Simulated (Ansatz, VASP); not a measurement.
NaH: VASP beside Ansatz

```
Na H
1.0
     0.00000    2.34555    2.34555
     2.34555    0.00000    2.34555
     2.34555    2.34555    0.00000
Na H
1 1
Direct
  0.00000 0.00000 0.00000
  0.50000 0.50000 0.50000
```

Alike in both runs: functional LDA; k mesh 8 × 8 × 8; occupations gaussian, width 0.02 eV; no spin polarisation.

Ansatz relaxed the structure, and its values are those at the end. VASP's run is a single point on that final structure, the one shown.

```csv
,VASP,Ansatz
version,VASP 6.6.1,Ansatz 0.2.0
potentials or method,"VASP PAW LDA potentials, release 64 (Na_pv, H)","scalar-relativistic, plane waves, PAW"
plane-wave cutoff (eV),520,420
valence electrons in the cell,8,10
```

VASP gave:

| Property | Result |
| --- | --- |
| gap on the k mesh at the Fermi level (eV) | 3.54 |
| least direct gap on the mesh (eV) | 4.50 |
| pressure (GPa) | -0.1 |

Question: Estimate Ansatz's values.

Answer: gap on the k mesh at the Fermi level (eV): 3.55; least direct gap on the mesh (eV): 4.51; pressure (GPa): 0.0.

The two sets of potentials don't hold the same shells in valence.

A k mesh can miss the band edges. As with any semilocal functional, this LDA gap is likely too small.
